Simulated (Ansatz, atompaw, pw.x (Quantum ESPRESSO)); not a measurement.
Equation-of-state test of one PAW (atompaw) potential (lithium)

```json
{
 "Element": "lithium",
 "Generator": "atompaw 4.2.0.5",
 "Type": "PAW",
 "Functional": "PBE",
 "Relativity": "scalar-relativistic",
 "Frozen core": "[He]",
 "Valence charge": "1",
 "Reference configuration": "2s1 2p0",
 "Partial waves": "2s (bound): rc 2.40 bohr; 2s channel at 0.15 Ry: rc 3.00 bohr; 2p (bound, empty): rc 3.00 bohr; 2p channel at 1.6 Ry: rc 3.00 bohr; 3d channel at 0.3 Ry: rc 3.00 bohr; 3d channel at 1.95 Ry: rc 3.00 bohr",
 "Local potential": "troulliermartins scheme with l = 3 at 0 Ry, radius 2.90 bohr",
 "Core correction": "smooth core density matched at 2.10 bohr",
 "Augmentation charge": "besselshape compensation charge, radius 2.80 bohr; PAW radius 3.00 bohr; waves and projectors: custom rrkj gramschmidtortho"
}
```

Atomic tests: cutoffs needed: 6 Ry and 6 Ry (the cutoffs (Ry, on a coarse ladder) from which the occupation-weighted sum of valence levels, in a spherical-Bessel basis at the reference potential, stays within 10 and 1 mRy of its value at 400 Ry); ghost test: no extra level below or beside the all-electron valence levels (s, p, d, f tested) (spherical-Bessel basis up to 400 Ry, 20 bohr box); lowest eigenvalue of the overlap operator: 0.15 (s channel).

Crystal test: diamond Li in pw.x 7.5, no spin, 8³ k-points, Fermi–Dirac smearing 0.01 Ry, cutoffs 40/400 Ry. The lattice is a test structure that the element need not adopt, and mesh and smearing are coarse.

pw.x input:

```
&control
  calculation='scf', prefix='x', pseudo_dir='./', outdir='./tmp', tstress=.true., disk_io='none'
/
&system
  ibrav=0, nat=2, ntyp=1, ecutwfc=40, ecutrho=400, nbnd=8,
  occupations='smearing', smearing='fd', degauss=0.01
/
&electrons
  conv_thr=1e-09, mixing_beta=0.4, electron_maxstep=70
/
ATOMIC_SPECIES
Li 1.0 Li.UPF
CELL_PARAMETERS angstrom
  0.00000000 2.96874968 2.96874968
  2.96874968 0.00000000 2.96874968
  2.96874968 2.96874968 0.00000000
ATOMIC_POSITIONS crystal
Li 0.0000 0.0000 0.0000
Li 0.2500 0.2500 0.2500
K_POINTS automatic
8 8 8 0 0 0
```

```bash
pw.x < Li.scf.in > Li.scf.out
```

Question: How does the run end?

Answer: It converges; the pressure is -0.00 GPa against -0.02 GPa from all-electron LAPW. The largest radius (3.00 bohr) exceeds half the bond length (2.43 bohr), so the spheres overlap, which is one possible source of error among others. The log shows:

```
     lattice parameter (alat)  =       7.9339  a.u.
     unit-cell volume          =     353.1403 (a.u.)^3
     number of electrons       =         2.00
     number of Kohn-Sham states=            8
     kinetic-energy cutoff     =      40.0000  Ry
     charge density cutoff     =     400.0000  Ry
     scf convergence threshold =      1.0E-09
     Exchange-correlation= SLA PW PBX PBC
     number of k points=    29  Fermi-Dirac smearing, width (Ry)=  0.0100
     iteration #  1     ecut=    40.00 Ry     beta= 0.40
     total energy              =      -7.60507084 Ry
     estimated scf accuracy    <       0.00050310 Ry
     iteration #  2     ecut=    40.00 Ry     beta= 0.40
     total energy              =      -7.60494468 Ry
     estimated scf accuracy    <       0.00028898 Ry
     iteration #  3     ecut=    40.00 Ry     beta= 0.40
     total energy              =      -7.60502390 Ry
     estimated scf accuracy    <       0.00010418 Ry
     iteration #  4     ecut=    40.00 Ry     beta= 0.40
     total energy              =      -7.60502156 Ry
     estimated scf accuracy    <       0.00000186 Ry
     iteration #  5     ecut=    40.00 Ry     beta= 0.40
     total energy              =      -7.60502271 Ry
     estimated scf accuracy    <       0.00000275 Ry
     iteration #  6     ecut=    40.00 Ry     beta= 0.40
     total energy              =      -7.60502285 Ry
     estimated scf accuracy    <       0.00000001 Ry
     iteration #  7     ecut=    40.00 Ry     beta= 0.40
     total energy              =      -7.60502283 Ry
     estimated scf accuracy    <       0.00000002 Ry
     iteration #  8     ecut=    40.00 Ry     beta= 0.40
     the Fermi energy is     0.0221 ev
!    total energy              =      -7.60502283 Ry
     estimated scf accuracy    <          3.8E-10 Ry
     smearing contrib. (-TS)   =      -0.00364511 Ry
     convergence has been achieved in   8 iterations
          total   stress  (Ry/bohr**3)                   (kbar)     P=       -0.01
     Message from routine punch:
     Nothing written, as per user request (disk_io='none')
```
